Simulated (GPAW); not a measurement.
A run of GPAW 26.7.0:

Contents of run.py:

```python
from ase import Atoms
from ase.dft.bandgap import bandgap
from ase.io import write
from ase.units import GPa
from gpaw import GPAW, PW

atoms = Atoms(['Si', 'Si', 'Si', 'Si'],
              cell=[[3.8313174605, 0.0, 0.0],
                    [-1.9156587303, 3.3180182508, 0.0],
                    [0.0, 0.0, 6.3326220002]],
              scaled_positions=[[0.6666666667, 0.3333333333, 0.9369905],
                                [0.3333333333, 0.6666666667, 0.4369905],
                                [0.6666666667, 0.3333333333, 0.5630095],
                                [0.3333333333, 0.6666666667, 0.0630095]],
              pbc=True)

calc = GPAW(mode=PW(600),
            xc='MGGA_X_R2SCAN+MGGA_C_R2SCAN',
            kpts={'size': (7, 7, 4), 'gamma': True},
            occupations={'name': 'fermi-dirac', 'width': 0.05},
            nbands=18,
            convergence={'density': 1e-05, 'energy': 1e-05},
            maxiter=150,
            txt='gpaw.txt')
atoms.calc = calc
energy = atoms.get_potential_energy()
forces = atoms.get_forces()
stress = atoms.get_stress()
calc.write('gs.gpw')
write('result.traj', atoms)
print(f'Energy: {energy:.6f} eV')
print('Forces (eV/A):')
print(forces.round(4))
print('Stress (GPa):', (stress / GPa).round(3))
print('Fermi level:', round(calc.get_fermi_level(), 4), 'eV')
print(f'Gap: {bandgap(calc)[0]:.4f} eV, direct: {bandgap(calc, direct=True)[0]:.4f} eV')

path = atoms.cell.bandpath('GMKGALHA,LM,KH', npoints=80, eps=1e-4)
bs_calc = calc.fixed_density(kpts=path, symmetry='off', nbands=33,
                             convergence={'bands': 'CBM+6.0', 'eigenstates': 1e-6}, txt='bands.txt')
bs = bs_calc.band_structure()
bs.write('bs.json')
print(f'Gap on the path: {bandgap(bs_calc)[0]:.4f} eV')
```

Potentials or basis: GPAW PAW data sets (gpaw-data 1.2.1), pw.

Launch:

```sh
$ OMP_NUM_THREADS=1 python run.py
```

Hardware: 1 thread of Arm Neoverse V2, on a shared host.

Question: How long does it take, and how much memory?

Answer: It took 3.4 min on 1 thread of Arm Neoverse V2, on a shared host, peak memory 0.39 GiB. Counts: scf iterations 15, plane waves 2738, bands 18, k points 28.
